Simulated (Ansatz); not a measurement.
This Sn₃Ge₂ structure is the end of a relaxation. The cell was found from a structure generator's guess, not taken from experiment.

The calculation used DFT PBE, scalar-relativistic, plane waves, PAW (Ansatz 0.2.0). Cutoff 420 eV, Γ-centred mesh, Gaussian smearing, no spin polarisation.

```cif
data_structure
_symmetry_space_group_name_H-M 'P 1'
_symmetry_Int_Tables_number 1
_cell_length_a 12.9969
_cell_length_b 12.9969
_cell_length_c 12.9969
_cell_angle_alpha 14.758
_cell_angle_beta 14.758
_cell_angle_gamma 14.758
_cell_volume 124.06
loop_
_atom_site_label
_atom_site_type_symbol
_atom_site_fract_x
_atom_site_fract_y
_atom_site_fract_z
_atom_site_occupancy
Sn1 Sn 0.70464 0.70464 0.70464 1
Sn2 Sn 0.29536 0.29536 0.29536 1
Sn3 Sn 0.50000 0.50000 0.50000 1
Ge1 Ge 0.10122 0.10122 0.10122 1
Ge2 Ge 0.89878 0.89878 0.89878 1
```

The zero of energy is the elements' standard structures at the same level; no fitted shifts are applied. The references include grey tin.

Task: Find its symmetry and describe it.

Result: R-3m (No. 166), with Sn and Ge ordered on fcc sites. Conventional cell: a = 3.338 Å, c = 38.559 Å. Around Sn on a site of symmetry 3m lie 3 Ge at 3.11 Å and 9 Sn at 3.34–3.51 Å; around Sn on a site of symmetry -3m lie 6 Ge at 3.18 Å and 6 Sn at 3.34 Å; Ge is surrounded by 6 Sn at 3.11–3.18 Å and 6 Ge at 3.34 Å.

Task: What is its formation energy per atom?

Result: +0.21 eV/atom. A positive value: parting into the elements would lower its energy.

Task: Is it a metal?

Result: Yes, bands cross the Fermi level on the 12×12×12 mesh.

The last run used a 12×12×12 mesh for its 5-atom cell and Gaussian smearing of 0.10 eV. A structure relaxed within its symmetry needn't be a true minimum. Another cell of Sn3Ge2 relaxed alike, in I4/mmm, lies 42 meV/atom lower, so this cell isn't the stable form at this level.
